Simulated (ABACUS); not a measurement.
The system is BN.

```xyz
2
Lattice="0.0000 1.8130 1.8130 1.8130 0.0000 1.8130 1.8130 1.8130 0.0000" Properties=species:S:1:pos:R:3 pbc="T T T"
N     0.9065    0.9065    0.9065
B     0.0000    0.0000    0.0000
```

The cell is a database's computed one.

Base run:

| Quantity | Value |
| --- | --- |
| Program | ABACUS 3.10.1 |
| Functional | SCAN |
| Potentials or basis | SG15 ONCV 1.2 PBE |
| Cutoff | 1320 eV |
| Density cutoff | 5279 eV |
| Basis | plane waves |
| k mesh | 8 × 8 × 8 |
| Occupations | fermi-dirac, width 0.05 eV |
| Spin | no spin polarisation |

Its results: band gap on the k mesh 4.94 eV, indirect (least direct gap 9.45 eV); pressure -5.5 GPa.

The run is repeated on the same cell with these changes: functional from SCAN to rSCAN; radial cutoff of the potentials (pseudo_rcut) from 10 bohr to 7 bohr. What comes out?

Band gap on the k mesh 4.99 eV, indirect (least direct gap 9.45 eV); pressure -6.5 GPa.

Caveats: the potentials were made for another functional, which shifts forces and pressure.

A k mesh can miss the band edges.
